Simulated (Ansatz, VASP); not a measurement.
## BAs2 in VASP and in Ansatz

```
CELL_PARAMETERS angstrom
-3.69953 3.69953 2.11639
3.69953 -3.69953 2.11639
3.69953 3.69953 -2.11639
ATOMIC_POSITIONS crystal
B 0.69375 0.69375 0.00000
B 0.30625 0.30625 0.00000
As 0.00000 0.75424 0.75424
As 0.00000 0.24576 0.24576
As 0.75424 0.00000 0.75424
As 0.24576 0.00000 0.24576
```

Alike in both runs: functional PBE; k mesh 4 × 4 × 4; occupations gaussian, width 0.1 eV; no spin polarisation.

Ansatz relaxed the structure, and its values are those at the end. VASP's run is a single point on that final structure, the one shown.

|  | VASP | Ansatz |
| --- | --- | --- |
| version | VASP 6.6.1 | Ansatz 0.2.0 |
| potentials or method | VASP PAW PBE potentials, release 64 (B, As) | scalar-relativistic, plane waves, PAW |
| plane-wave cutoff (eV) | 520 | 420 |
| valence electrons in the cell | 26 | 66 |

Ansatz gave:

```
gap on the k mesh at the Fermi level (eV) : none
pressure (GPa)                            : 0.0
rms of the force components (eV/Å)        : 0.001
```

Question: What did VASP give for the same quantities?

Answer: gap on the k mesh at the Fermi level (eV): none; pressure (GPa): 0.3; rms of the force components (eV/Å): 0.038.

A gap of «none» marks a metal or a gap that the smearing closes. The functional is the same, so the differences come from potentials, cutoffs and numerics. The two sets of potentials don't hold the same shells in valence.

Caveats: the k mesh is coarse (spacing up to 0.43 Å⁻¹), so the values aren't converged.
